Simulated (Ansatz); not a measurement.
**Cold compression of Cs (diamond type)**

```
Cs
1.0
     0.00000    5.71484    5.71484
     5.71484    0.00000    5.71484
     5.71484    5.71484    0.00000
Cs
2
Cartesian
  -1.4287 -1.4287 -1.4287
  1.4287 1.4287 1.4287
```

The cell comes from a relaxation on PAW files under the same functional, begun from a prototype that needn't be the stable phase.

Its volume is scaled at fixed shape and fractional positions.

Level of theory: DFT with PBE, scalar-relativistic, in Ansatz 0.2.0; a Γ-centred 6×6×6 k mesh, Fermi–Dirac smearing of 0.08 eV, no spin polarisation. LAPW: all electrons, basis error target 1 meV/atom; PAW: frozen-core files, cutoff 420 eV; crystal datasets: all electrons, by PAW datasets that the program makes for each cell; norm-conserving: pseudopotentials, cutoff 680 eV; PAW (cutoff 250 eV): frozen-core files, cutoff 250 eV.

Energies are extrapolated to zero smearing and count from the unscaled cell; pressure is positive in compression; gaps take the mesh and a band path. No temperature or zero-point motion is included.

Spin–orbit coupling is left out, which matters for the heavy atoms.

```tsv
V/V0	V (Å³/atom)	P LAPW (GPa)	ΔE LAPW (eV/atom)	P PAW − LAPW (GPa)	ΔE PAW − LAPW (meV/atom)
1.00	186.64	0.01	0.000	0.00	0.0
0.90	167.98	0.09	0.006	0.00	0.0
0.80	149.31	0.22	0.024	0.00	-0.1
0.70	130.65	0.40	0.061	0.00	-0.1
0.60	111.99	0.62	0.123	0.00	-0.2
0.50	93.32	0.99	?	0.00	-0.3
0.40	74.66	1.91	0.379	0.00	-0.2
```

What belongs in the row "0.50", column "ΔE LAPW (eV/atom)"?

0.216.

At the smallest volume, how far do crystal datasets and norm-conserving and PAW (cutoff 250 eV) lie from LAPW in pressure?

crystal datasets: 0.00 GPa; norm-conserving: +0.01 GPa; PAW (cutoff 250 eV): +0.01 GPa, on a LAPW pressure of 1.91 GPa.
